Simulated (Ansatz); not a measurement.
Runs of Ansatz 0.2.0 on CuO (Tenorite). The structure is monoclinic, space group C2/c (No. 15). The conventional cell has a = 4.684 Å, b = 3.423 Å, c = 5.129 Å, α = 90.00°, β = 99.54°, γ = 90.00°. Cu (site symmetry -1) has 4 O at 1.95 to 1.96 Å as nearest neighbours. O (site symmetry 2) has 4 Cu at 1.95 to 1.96 Å as nearest neighbours. 

```tsv
task	level	potentials or basis	cell	k mesh	cutoff (eV)	smearing	points for each segment of the path	mesh quality	gap on the mesh (eV)	pressure (GPa)	V0 of scaled cells (Å³/atom)	relaxed volume (Å³/atom)	B0 (GPa)	largest force (eV/Å)
relaxation of cell and atoms	BLYP	Ansatz PAW	relaxed	10 × 10 × 5	420	fermi-dirac 0.05 eV	-	not flagged	none	0.0	-	(c)	-	-
band structure	PBE	Ansatz PAW earlier set	as given	10 × 10 × 5	930	fermi-dirac 0.05 eV	14	not flagged	none	5.7	-	-	-	0.26
band structure	HSE06	Ansatz PAW	as given	6 × 6 × 3	420	fermi-dirac 0.05 eV	4	coarse	none	-	-	-	-	0.27
relaxation of cell and atoms	PBE+D4	Ansatz PAW	relaxed	10 × 10 × 5	420	fermi-dirac 0.05 eV	-	not flagged	-	0.0	-	10.90	-	-
band structure	PBEsol	Ansatz PAW	as given	10 × 10 × 5	420	fermi-dirac 0.05 eV	14	not flagged	none	(a)	-	-	-	0.36
equation of state	PBE	Ansatz PAW accurate	as given	10 × 10 × 5	1050	fermi-dirac 0.05 eV	-	not flagged	-	-	10.47	-	162	-
single point	RPBE	Ansatz PAW	as given	10 × 10 × 5	420	gaussian 0.1 eV	-	not flagged	none	11.3	-	-	-	(b)
equation of state	SVWN5	Ansatz PAW	as given	10 × 10 × 5	420	fermi-dirac 0.05 eV	-	not flagged	-	-	9.61	-	209	-
single point	PBE	Ansatz PAW	as given	10 × 10 × 5	420	gaussian 0.013 eV	-	not flagged	none	5.7	-	-	-	0.26
phonons	LDA	Ansatz PAW	as given	8 × 8 × 5	420	fermi-dirac 0.05 eV	-	not flagged	none	-	-	-	-	-
relaxation of cell and atoms	HSE06	Ansatz PAW	relaxed	5 × 5 × 3	420	fermi-dirac 0.05 eV	-	coarse	none	-	-	10.84	-	-
relaxation of cell and atoms	BLYP+D4	Ansatz PAW	relaxed	10 × 10 × 5	420	fermi-dirac 0.05 eV	-	not flagged	-	0.0	-	11.02	-	-
```

Alike in all rows: no spin polarisation.

Estimate the missing entries.

(a) -2.7; (b) 0.19; (c) 11.65.

Caveats: some runs use coarse meshes; the run has no spin polarisation, though such a crystal can be magnetic; the PAW data sets come from PBE, with cores solved anew for the run's functional, which leaves a small shift of forces and pressure (some runs); semilocal functionals often make such compounds metallic where correlation or magnetic order opens a gap, which also shifts bond lengths (some runs); the plane-wave basis is chosen anew once the cell has moved, so the energies of steps on either side of that aren't comparable (some runs); the potentials were made for another functional, which shifts forces and pressure (some runs); the cell was scaled at fixed shape and fractional positions, which overstates the stiffness of a crystal with free parameters, most of all of layers and chains (some runs); the volume moved by +15 % from the deposited cell, more than functionals usually miss (some runs).

A k mesh can miss the band edges.

A gap of «none» marks a metal or a gap under the smearing width.

Not every run made on this cell is shown here.
